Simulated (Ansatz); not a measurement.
## As in Ansatz: the effect of functional

The system is As.

```xyz
2
Lattice="1.9177 1.1072 3.5830 -1.9177 1.1072 3.5830 0.0000 -2.2144 3.5830" Properties=species:S:1:pos:R:3 pbc="T T T"
As    0.0000    0.0000    2.4293
As    0.0000    0.0000    8.3197
```

The cell isn't the ideal one: volume scaled by 1.06.

Alike in all runs:

- Program: Ansatz 0.2.0
- Task: single point
- Potentials or basis: Ansatz PAW
- k mesh: 9 × 9 × 9
- Occupations: fermi-dirac, width 0.05 eV
- Spin: no spin polarisation

| functional | cutoff | pressure (GPa) | largest force (eV/Å) |
| --- | --- | --- | --- |
| LDA | 420 eV (not typed: the program's choice for these potentials) | -5.2 | 0.10 |
| r2SCAN | 500 eV (not typed: the program's choice for these potentials) | -2.3 | 0.21 |
| PBE | 420 eV (not typed: the program's choice for these potentials) | ? | ? |

**Question.** What does the run with functional PBE give?

**Answer.** Pressure -0.6 GPa; largest force 0.05 eV/Å.

Caveats: the PAW data sets come from PBE, with cores solved anew for the run's functional, which leaves a small shift of forces and pressure (some runs).
